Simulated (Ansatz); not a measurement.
# CaSe: band structure with PBEsol

**The experiment to reproduce.**

A printed reference work, monograph, original work of 1988 reports, for a bulk crystal of CaSe at 2 K: band gap 3.85 eV (indirect).

Crystal: CaSe.

```
CELL_PARAMETERS angstrom
0.00000 2.95600 2.95600
2.95600 0.00000 2.95600
2.95600 2.95600 0.00000
ATOMIC_POSITIONS crystal
Se 0.50000 0.50000 0.50000
Ca 0.00000 0.00000 0.00000
```

```
Program             : Ansatz 0.2.0
Task                : band structure
Functional          : PBEsol
Potentials or basis : all-electron LAPW, relativistic spinors
Cutoff              : 171 eV (chosen from the basis error)
Basis error allowed : 0.001 eV/atom
k mesh              : 6 × 6 × 6
Occupations         : fermi-dirac, width 0.05 eV
Spin                : spin-orbit coupling, no magnetisation
```

```json
{"Pressure": "-1.1 GPa", "Band gap on the k mesh": "1.80 eV, indirect (least direct gap 2.77 eV)", "Band gap along the path": "1.80 eV, indirect (least direct gap 2.77 eV)"}
```

Levels at the corners of the path, in eV from the valence-band top:
| point | band 32 | band 33 | band 34 | band 35 | band 36 | band 37 |
| --- | --- | --- | --- | --- | --- | --- |
| Γ | 0.00 | 0.00 | 0.00 | 3.06 | 3.06 | 3.52 |
| X | -1.19 | -0.97 | -0.97 | 1.80 | 1.80 | 4.82 |
| W | -2.08 | -1.80 | -1.80 | 4.19 | 4.19 | 4.24 |
| K | -2.20 | -1.25 | -1.25 | 3.06 | 3.06 | 5.52 |
| Γ | 0.00 | 0.00 | 0.00 | 3.06 | 3.06 | 3.52 |
| L | -1.45 | -1.25 | -1.25 | 4.25 | 4.25 | 5.31 |
| U | -2.20 | -1.25 | -1.25 | 3.06 | 3.06 | 5.52 |
| W | -2.08 | -1.80 | -1.80 | 4.19 | 4.19 | 4.24 |

It took 55 s on 1 thread of Arm Neoverse V1, with other jobs on the host, peak memory 0.36 GiB.

Measured gap of CaSe: 3.85 eV (indirect; 2 K; a printed reference work, monograph, original work of 1988). This calculation gives 1.80 eV (-2.05 eV). So large a miss can be the level of theory's own, or it may mean another phase, state or a wrong row. The value is that of PBEsol, without temperature or zero-point motion. Semilocal functionals fall short of measured gaps as a rule.
